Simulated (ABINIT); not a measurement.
# InAs (F-43m) in ABINIT: notebook

Aim: see how the results for InAs move with the level of theory and the settings. Levels: LDA, PBE, PBEsol. Tasks: single point, relaxation of cell and atoms.

Program: ABINIT 10.8.3 (patched build). These are calculated values, not measurements. Logs are shortened: lines on timing, memory, paths and dates and some standing lists are left out, and cuts for length are marked. The log counts tension as positive stress, the text compression.

**Experimental background.**

A printed reference work, data compilation reports, for a bulk crystal of InAs at 4.2 K: band gap 0.418 eV (direct).

The runs below are set against these values where they give the same quantity.

## 1. The crystal as given

It takes space group F-43m (No. 216, cubic). The conventional cell has a = 6.036 Å, b = 6.036 Å, c = 6.036 Å, α = 90.00°, β = 90.00°, γ = 90.00°. In (site symmetry -43m) is surrounded by 4 As at 2.61 Å. Around As (site symmetry -43m) lie 4 In at 2.61 Å.

## 2. Single point, LDA (cell relaxed)

run.abi

```
# Pseudopotentials
pp_dirpath "./"
pseudos "In.upf, As.upf"

# Structure
acell 3*1.0
rprim
     0.0000000000     5.6934778330     5.6934778330
     5.6934778330     0.0000000000     5.6934778330
     5.6934778330     5.6934778330     0.0000000000
ntypat 2
znucl 49 33
natom 2
typat 1 2
xred
     0.0000000000     0.0000000000     0.0000000000
     0.7500000000     0.7500000000     0.7500000000
chkprim 0
chksymtnons 0
tolsym 1.0e-6

# Plane-wave basis
ecut 40.0

# k points
kptopt 1
ngkpt 6 6 6
nshiftk 1
shiftk 0.0 0.0 0.0

# Exchange and correlation
ixc 7

# Bands and occupations
nband 18
occopt 3
tsmear 0.05 eV

# SCF cycle
nstep 100
tolvrs 1.0e-10

# Output
iomode 3
prtwf 0
prtden 0
prteig 0
prtebands 0
enunit 1
```

Potentials or basis: PseudoDojo NC SR LDA v0.4.1 standard.

Command:

```sh
abinit run.abi > log 2>&1
```

run.abo:

```text
.Version 10.8.3 of ABINIT
 Symmetries : space group F-4 3 m (#216); Bravais cF (face-center cubic)
================================================================================
 Values of the parameters that define the memory need of the present run
     intxc =       0    ionmov =       0      iscf =       7    lmnmax =       6
     lnmax =       6     mgfft =      48  mpssoang =       3    mqgrid =    3001
     natom =       2  nloc_mem =       1    nspden =       1   nspinor =       1
    nsppol =       1      nsym =      24    n1xccc =    2501    ntypat =       2
    occopt =       3   xclevel =       1
       mpw =        4486          nfft =      110592          nkpt =          16
================================================================================
================================================================================

--------------------------------------------------------------------------------
------------- Echo of variables that govern the present computation ------------
--------------------------------------------------------------------------------
 -outvars: echo values of preprocessed input variables --------
            acell      1.0000000000E+00  1.0000000000E+00  1.0000000000E+00 Bohr
              amu      1.14820000E+02  7.49215900E+01
          chkprim           0
      chksymtnons           0
             ecut      4.00000000E+01 Hartree
           enunit           1
              ixc           7
         kptrlatt        6    0    0      0    6    0      0    0    6
          kptrlen      4.83107614E+01
            natom           2
            nband          18
            ngfft          48      48      48
             nkpt          16
            nstep         100
             nsym          24
           ntypat           2
           occopt           3
           prtden           0
        prtebands           0
           prteig           0
            prtwf           0
            rprim      0.0000000000E+00  5.6934778330E+00  5.6934778330E+00
                       5.6934778330E+00  0.0000000000E+00  5.6934778330E+00
                       5.6934778330E+00  5.6934778330E+00  0.0000000000E+00
          spgroup         216
           tolsym      1.00000000E-06
           tolvrs      1.00000000E-10
           tsmear      1.83746611E-03 Hartree
            typat      1  2
           xangst      0.0000000000E+00  0.0000000000E+00  0.0000000000E+00
                       4.5192880769E+00  4.5192880769E+00  4.5192880769E+00
            xcart      0.0000000000E+00  0.0000000000E+00  0.0000000000E+00
                       8.5402167495E+00  8.5402167495E+00  8.5402167495E+00
             xred      0.0000000000E+00  0.0000000000E+00  0.0000000000E+00
                       7.5000000000E-01  7.5000000000E-01  7.5000000000E-01
            znucl       49.00000   33.00000

================================================================================

 chkinp: Checking input parameters for consistency.

================================================================================
== DATASET  1 ==================================================================

--- !DatasetInfo
iteration_state: {dtset: 1, }
dimensions: {natom: 2, nkpt: 16, mband: 18, nsppol: 1, nspinor: 1, nspden: 1, mpw: 4486, }
cutoff_energies: {ecut:  40.0, pawecutdg:  -1.0, }
electrons: {nelect:   2.80000000E+01, charge:   0.00000000E+00, occopt:   3.00000000E+00, tsmear:   1.83746611E-03, }
meta: {optdriver: 0, ionmov: 0, optcell: 0, iscf: 7, paral_kgb: 0, }
...

 Exchange-correlation functional for the present dataset will be:
  LDA: Perdew-Wang 92 LSD fit to Ceperley-Alder data - ixc=7
  J.P.Perdew and Y.Wang, PRB 45, 13244 (1992)

 Real(R)+Recip(G) space primitive vectors, cartesian coordinates (Bohr,Bohr^-1):
 R(1)=  0.0000000  5.6934778  5.6934778  G(1)= -0.0878198  0.0878198  0.0878198
 R(2)=  5.6934778  0.0000000  5.6934778  G(2)=  0.0878198 -0.0878198  0.0878198
 R(3)=  5.6934778  5.6934778  0.0000000  G(3)=  0.0878198  0.0878198 -0.0878198
 Unit cell volume ucvol=  3.6911602E+02 bohr^3
 Angles (23,13,12)=  6.00000000E+01  6.00000000E+01  6.00000000E+01 degrees

 getcut: wavevector=  0.0000  0.0000  0.0000  ngfft=  48  48  48
         ecut(hartree)=     40.000   => boxcut(ratio)=   2.09389

--- Pseudopotential description ------------------------------------------------
- pspini: atom type   1  psp file is ./In.upf
12 -1012 2 -1 1894                            pspcod,pspxc,lmax,lloc,mmax
     nproj     2     2     2

- pspini: atom type   2  psp file is ./As.upf
12 -1012 2 -1 1326                            pspcod,pspxc,lmax,lloc,mmax
     nproj     2     2     2

   1.49220217E+03                                ecore*ucvol(ha*bohr**3)
--------------------------------------------------------------------------------

================================================================================

--- !BeginCycle
iteration_state: {dtset: 1, }
solver: {iscf: 7, nstep: 100, nline: 4, wfoptalg: 0, }
tolerances: {tolvrs: 1.00E-10, }
...

     iter   Etot(hartree)      deltaE(h)  residm     vres2
 ETOT  1  -170.72909158061    -1.707E+02 9.064E-01 5.949E+01
 ETOT  2  -172.23597111082    -1.507E+00 1.247E-01 1.869E+01
 ETOT  3  -172.23767998594    -1.709E-03 1.426E-02 7.560E-01
 ETOT  4  -172.23772719679    -4.721E-05 1.285E-03 1.647E-01
 ETOT  5  -172.23774062604    -1.343E-05 2.631E-03 4.618E-03
 ETOT  6  -172.23774085834    -2.323E-07 1.299E-04 1.080E-03
 ETOT  7  -172.23774096527    -1.069E-07 1.239E-04 3.149E-05
 ETOT  8  -172.23774096824    -2.975E-09 2.808E-05 6.893E-07
 ETOT  9  -172.23774096832    -7.535E-11 1.298E-05 1.324E-07
 ETOT 10  -172.23774096834    -1.964E-11 1.040E-05 8.842E-10
 ETOT 11  -172.23774096833     6.935E-12 9.856E-06 4.059E-11

 At SCF step   11       vres2   =  4.06E-11 < tolvrs=  1.00E-10 =>converged.

 Cartesian components of stress tensor (hartree/bohr^3)
  sigma(1 1)=  3.63891450E-06  sigma(3 2)=  0.00000000E+00
  sigma(2 2)=  3.63891450E-06  sigma(3 1)=  0.00000000E+00
  sigma(3 3)=  3.63891450E-06  sigma(2 1)=  0.00000000E+00

--- !ResultsGS
iteration_state: {dtset: 1, }
comment   : Summary of ground state results
lattice_vectors:
- [  0.0000000,   5.6934778,   5.6934778, ]
- [  5.6934778,   0.0000000,   5.6934778, ]
- [  5.6934778,   5.6934778,   0.0000000, ]
lattice_lengths: [   8.05179,    8.05179,    8.05179, ]
lattice_angles: [ 60.000,  60.000,  60.000, ] # degrees, (23, 13, 12)
lattice_volume:   3.6911602E+02
convergence: {deltae:  6.935E-12, res2:  4.059E-11, residm:  9.856E-06, diffor: null, }
etotal    :  -1.72237741E+02
entropy   :   0.00000000E+00
fermie    :   1.48516481E-01
cartesian_stress_tensor: # hartree/bohr^3
- [  3.63891450E-06,   0.00000000E+00,   0.00000000E+00, ]
- [  0.00000000E+00,   3.63891450E-06,   0.00000000E+00, ]
- [  0.00000000E+00,   0.00000000E+00,   3.63891450E-06, ]
pressure_GPa:  -1.0706E-01
xred      :
- [  0.0000E+00,   0.0000E+00,   0.0000E+00, In]
- [  7.5000E-01,   7.5000E-01,   7.5000E-01, As]
cartesian_forces: # hartree/bohr
- [ -1.75503241E-30,   1.84740254E-30,  -2.12451292E-30, ]
- [  1.75503241E-30,  -1.84740254E-30,   2.12451292E-30, ]
force_length_stats: {min:   3.31761813E-30, max:   3.31761813E-30, mean:   3.31761813E-30, }
...

 Integrated electronic density in atomic spheres:
 ------------------------------------------------
 Atom  Sphere_radius  Integrated_density
    1        2.00000          9.90510041
    2        2.00000         12.37437626
================================================================================

 ----iterations are completed or convergence reached----

 Mean square residual over all n,k,spin=   58.239E-09; max=  98.563E-07
 reduced coordinates (array xred) for    2 atoms
       0.000000000000      0.000000000000      0.000000000000
       0.750000000000      0.750000000000      0.750000000000
 rms dE/dt=  1.5917E-29; max dE/dt=  6.3109E-30; dE/dt below (all hartree)
    1      -0.000000000000      0.000000000000      0.000000000000
    2      -0.000000000000     -0.000000000000      0.000000000000

 cartesian coordinates (angstrom) at end:
    1      0.00000000000000     0.00000000000000     0.00000000000000
    2      4.51928807694156     4.51928807694156     4.51928807694156

 cartesian forces (hartree/bohr) at end:
    1     -0.00000000000000     0.00000000000000    -0.00000000000000
    2      0.00000000000000    -0.00000000000000     0.00000000000000
 frms,max,avg= 1.9154277E-30 2.1245129E-30   0.000E+00  0.000E+00  0.000E+00 h/b

 cartesian forces (eV/Angstrom) at end:
    1     -0.00000000000000     0.00000000000000    -0.00000000000000
    2      0.00000000000000    -0.00000000000000     0.00000000000000
 frms,max,avg= 9.8495254E-29 1.0924685E-28   0.000E+00  0.000E+00  0.000E+00 e/A
 length scales=  1.000000000000  1.000000000000  1.000000000000 bohr
              =  0.529177210544  0.529177210544  0.529177210544 angstroms
 Fermi (or HOMO) energy (eV) =   4.04134   Average Vxc (eV)=  -9.97999
 Eigenvalues (   eV  ) for nkpt=  16  k points:
 kpt#   1, nband= 18, wtk=  0.00463, kpt=  0.0000  0.0000  0.0000 (reduced coord)
 -31.17615  -31.17615  -31.17615  -31.16692  -31.16692  -10.39943  -10.39943  -10.39943
 -10.26831  -10.26831   -8.00350    3.61691    4.00572    4.00572    4.00572    7.84349
   7.84349    7.84349
 prteigrs : prtvol=0 or 1, do not print more k-points.

--- !EnergyTerms
iteration_state     : {dtset: 1, }
comment             : Components of total free energy in Hartree
kinetic             :  1.17734766185878E+02
hartree             :  5.21299653541981E+01
xc                  : -4.31162157161102E+01
Ewald energy        : -9.30534353373925E+01
psp_core            :  4.04263720262118E+00
local_psp           : -1.44380879562417E+02
non_local_psp       : -6.55945449420862E+01
internal            : -1.72237706815309E+02
'-kT*entropy'       : -3.41530209339067E-05
total_energy        : -1.72237740968330E+02
total_energy_eV     : -4.68682769562445E+03
band_energy         : -1.55170712883077E+01
...

 Cartesian components of stress tensor (hartree/bohr^3)
  sigma(1 1)=  3.63891450E-06  sigma(3 2)=  0.00000000E+00
  sigma(2 2)=  3.63891450E-06  sigma(3 1)=  0.00000000E+00
  sigma(3 3)=  3.63891450E-06  sigma(2 1)=  0.00000000E+00

-Cartesian components of stress tensor (GPa)         [Pressure= -1.0706E-01 GPa]
- sigma(1 1)=  1.07060561E-01  sigma(3 2)=  0.00000000E+00
- sigma(2 2)=  1.07060561E-01  sigma(3 1)=  0.00000000E+00
- sigma(3 3)=  1.07060561E-01  sigma(2 1)=  0.00000000E+00

== END DATASET(S) ==============================================================
================================================================================

 -outvars: echo values of variables after computation  --------
            acell      1.0000000000E+00  1.0000000000E+00  1.0000000000E+00 Bohr
           etotal     -1.7223774097E+02
            fcart     -1.7550324118E-30  1.8474025387E-30 -2.1245129196E-30
                       1.7550324118E-30 -1.8474025387E-30  2.1245129196E-30
            rprim      0.0000000000E+00  5.6934778330E+00  5.6934778330E+00
                       5.6934778330E+00  0.0000000000E+00  5.6934778330E+00
                       5.6934778330E+00  5.6934778330E+00  0.0000000000E+00
           strten      3.6389144968E-06  3.6389144968E-06  3.6389144968E-06
                       0.0000000000E+00  0.0000000000E+00  0.0000000000E+00
           xangst      0.0000000000E+00  0.0000000000E+00  0.0000000000E+00
                       4.5192880769E+00  4.5192880769E+00  4.5192880769E+00
             xred      0.0000000000E+00  0.0000000000E+00  0.0000000000E+00
                       7.5000000000E-01  7.5000000000E-01  7.5000000000E-01
 Calculation completed.
```

It took 47 s on 1 thread of Arm Neoverse V1, shared host; peak memory 0.09 GiB.

Results:

```
Free energy                                           : -4686.8277 eV
Pressure                                              : -0.1 GPa
Band gap on the k mesh                                : none (metal or under the smearing width)
Valence electrons inside the program's atomic spheres : In 9.91; As 12.37
```

Caveat: this crystal is a semiconductor, whose small gap the functional closes, so the metal is an error of the method.

## 3. Single point, PBE

run.abi

```
# Pseudopotentials
pp_dirpath "./"
pseudos "In.upf, As.upf"

# Structure
acell 4.2680965312 4.2680965312 4.2680965312 Angstrom
rprim
     0.0000000000     0.7071067812     0.7071067812
     0.7071067812     0.0000000000     0.7071067812
     0.7071067812     0.7071067812     0.0000000000
ntypat 2
znucl 49 33
natom 2
typat 1 2
xred
     0.0000000000     0.0000000000     0.0000000000
     0.7500000000     0.7500000000     0.7500000000

# Plane-wave basis
ecut 1142.878222 eV

# k points
kptopt 1
ngkpt 6 6 6
nshiftk 1
shiftk 0.0 0.0 0.0

# Exchange and correlation
ixc 11

# Bands and occupations
nband 18
occopt 3
tsmear 0.00183747

# SCF cycle
nstep 100
tolvrs 1.0e-10

# Output
iomode 3
prtwf 0
prteig 0
prtebands 0
enunit 2
prtden 1
prtvha 1
prtvclmb 1
prtpot 1
prtelf 1
```

Potentials or basis: PseudoDojo NC SR PBE v0.4.1 standard.

Command:

```sh
mpirun --bind-to none -np 4 abinit run.abi > log 2>&1
```

Wall time 18 s (4 MPI ranks of Arm Neoverse V1, shared host); peak memory 0.36 GiB.

Results (log left out):

| Quantity | Value |
| --- | --- |
| Free energy | -4694.8990 eV |
| Pressure | 4.4 GPa |
| Band gap on the k mesh | none (metal or under the smearing width) |
| Valence electrons inside the program's atomic spheres | In 9.91; As 12.37 |

Levels at points of the mesh, in eV from the Fermi level:
| k point | band 12 | band 13 | band 14 | band 15 | band 16 | band 17 |
| --- | --- | --- | --- | --- | --- | --- |
| (0.00, 0.00, 0.00) | -0.21 | -0.04 | -0.04 | -0.04 | 3.88 | 3.88 |
| (0.50, 0.00, 0.00) | -5.83 | -1.03 | -1.03 | 0.93 | 4.65 | 4.65 |
| (0.50, 0.50, 0.00) | -5.90 | -2.38 | -2.38 | 1.50 | 2.03 | 9.21 |

Caveat: this crystal is a semiconductor, whose small gap the functional closes, so the metal is an error of the method.

## 4. Single point, PBE

run.abi

```
# Pseudopotentials
pp_dirpath "./"
pseudos "In.upf, As.upf"

# Structure
acell 8.0655335175 8.0655335175 8.0655335175
rprim
     0.0000000000     0.7071067812     0.7071067812
     0.7071067812     0.0000000000     0.7071067812
     0.7071067812     0.7071067812     0.0000000000
ntypat 2
znucl 49 33
natom 2
typat 1 2
xcart
     0.0000000000     0.0000000000     0.0000000000
     8.5547901662     8.5547901662     8.5547901662

# Plane-wave basis
ecut 42.0

# k points
kptopt 1
ngkpt 6 6 6
nshiftk 1
shiftk 0.0 0.0 0.0

# Exchange and correlation
ixc 11

# Bands and occupations
nband 18
occopt 3
tsmear 0.05 eV

# SCF cycle
nstep 100
tolvrs 1.0e-10

# Output
iomode 3
prtwf 0
prtden 0
prteig 0
prtebands 0
enunit 1
```

Command:

```sh
mpirun --bind-to none -np 4 abinit run.abi > log 2>&1
```

It took 14 s on 4 MPI ranks of Arm Neoverse V2, shared host; peak memory 0.36 GiB.

The run converged. Its results:

```
Free energy                                           : -4694.8990 eV
Pressure                                              : 4.4 GPa
Band gap on the k mesh                                : none (metal or under the smearing width)
Valence electrons inside the program's atomic spheres : In 9.91; As 12.37
```

Levels at points of the mesh, in eV from the Fermi level:
| k point | band 10 | band 11 | band 12 | band 13 | band 14 | band 15 | band 16 | band 17 | band 18 |
| --- | --- | --- | --- | --- | --- | --- | --- | --- | --- |
| (0.00, 0.00, 0.00) | -14.37 | -11.94 | -0.21 | -0.04 | -0.04 | -0.04 | 3.88 | 3.88 | 3.88 |
| (0.50, 0.00, 0.00) | -14.36 | -10.46 | -5.83 | -1.03 | -1.03 | 0.93 | 4.65 | 4.65 | 6.85 |
| (0.50, 0.50, 0.00) | -14.34 | -9.91 | -5.90 | -2.38 | -2.38 | 1.50 | 2.03 | 9.21 | 9.28 |

Caveat: this crystal is a semiconductor, whose small gap the functional closes, so the metal is an error of the method.

## 5. Relaxation of cell and atoms, PBEsol

run.abi

```
# Pseudopotentials
pp_dirpath "./"
pseudos "In.GGA_PBE-JTH.xml, As.GGA_PBE-JTH.xml"

# Structure
acell 3*1.0 Angstrom
rprim
     0.0000000000     3.0180000000     3.0180000000
     3.0180000000     0.0000000000     3.0180000000
     3.0180000000     3.0180000000     0.0000000000
ntypat 2
znucl 49 33
natom 2
typat 1 2
chkprim 0
chksymtnons 0
tolsym 1.0e-6
xred
            0.0            0.0            0.0
            3/4            3/4            3/4

# Plane-wave basis
ecut 598.650497 eV
pawecutdg 44.0
ecutsm 0.5

# k points
kptopt 1
ngkpt 6 6 6
nshiftk 1
shiftk 0.0 0.0 0.0

# Exchange and correlation
ixc -116133

# Bands and occupations
nband 18
occopt 3
tsmear 0.05 eV

# SCF cycle
nstep 80
tolvrs 1.0e-10

# Output
iomode 3
prteig 0
prtebands 0
prtwf 0
prtden 0

# Relaxation
ionmov 2
optcell 2
ntime 50
tolmxf 2.0e-5
dilatmx 1.08
```

Potentials or basis: JTH PAW PBE v2.0.

Command:

```sh
abinit run.abi > log 2>&1
```

It took 1.9 min on 1 thread of Arm Neoverse V1, shared host; peak memory 0.14 GiB.

Results (log left out):

```
Free energy                            : -4677.5851 eV
Relaxed volume                         : 28.26 Å³/atom
Relaxed cell                           : a = 4.307 Å, b = 4.307 Å, c = 4.307 Å, α = 60.00°, β = 60.00°, γ = 60.00°
Space group after relaxing (to 0.05 Å) : F-43m (No. 216)
Energy gained by relaxing              : 3.9 meV/atom
Ionic steps                            : 4
Pressure after relaxing                : 0.0 GPa
Band gap on the k mesh                 : none (metal or under the smearing width)
```

The path:
| step | energy change (eV) | largest force (eV/Å) | pressure (GPa) | volume (Å³) |
| --- | --- | --- | --- | --- |
| 1 | 0.0000 | 0.0000 | 1.64 | 54.98 |
| 2 | -0.0026 | 0.0000 | 1.32 | 55.25 |
| 3 | -0.0077 | 0.0000 | 0.05 | 56.46 |
| 4 | -0.0077 | 0.0000 | 0.00 | 56.51 |

Final structure:
```yaml
crystal:
  lattice:
    - [0.00000, 3.04583, 3.04583]
    - [3.04583, 0.00000, 3.04583]
    - [3.04583, 3.04583, 0.00000]
  atoms:
    - { symbol: In, position: [0.00000, 0.00000, 0.00000] }
    - { symbol: As, position: [0.75000, 0.75000, 0.75000] }
```

Caveat: the PAW data sets were made with another functional, which shifts forces and pressure a little; this crystal is a semiconductor, whose small gap the functional closes, so the metal is an error of the method. Zero-point motion and thermal expansion aren't in these numbers.

## 6. Summary

| task | level | potentials or basis | cell | cutoff (eV) | cell freedom (optcell) | optimiser (ionmov) | cutoff smearing ecutsm (Ha) | force stop (Ha/bohr) | fine-grid cutoff | gap on the mesh (eV) | pressure (GPa) |
| --- | --- | --- | --- | --- | --- | --- | --- | --- | --- | --- | --- |
| single point | LDA | PseudoDojo NC SR LDA v0.4.1 standard | cell relaxed | 1088 | - | - | - | - | - | none | -0.1 |
| single point | PBE | PseudoDojo NC SR PBE v0.4.1 standard | as given | 1143 | - | - | - | - | - | none | 4.4 |
| relaxation of cell and atoms | PBEsol | JTH PAW PBE v2.0 | relaxed | 599 | 2 | 2 | 0.5 | 2e-05 | 1197.3 eV | none | 0.0 |

Alike in all rows: no spin polarisation; k mesh 6 × 6 × 6; smearing fermi-dirac 0.05 eV.

Caveats: this crystal is a semiconductor, whose small gap the functional closes, so the metal is an error of the method; the PAW data sets were made with another functional, which shifts forces and pressure a little (some runs).

Absolute energies hang on the potentials; compare differences alone.

## 7. Comparison with measurements

Step 3. A measured gap of InAs is 0.418 eV (direct; 4.2 K; a printed reference work, data compilation); the calculated 0.00 eV misses it by -0.42 eV. Spin-orbit coupling on As, In is left out. The value is that of PBE on a finite k mesh, which can miss the band edges, without temperature or zero-point motion. Semilocal functionals fall short of measured gaps as a rule.

Step 4. Against the measured gap of InAs, 0.418 eV (direct; 4.2 K; a printed reference work, data compilation), the calculated 0.00 eV is off by -0.42 eV. Spin-orbit coupling on As, In is left out. The value is that of PBE on a finite k mesh, which can miss the band edges, without temperature or zero-point motion. Semilocal functionals fall short of measured gaps as a rule.
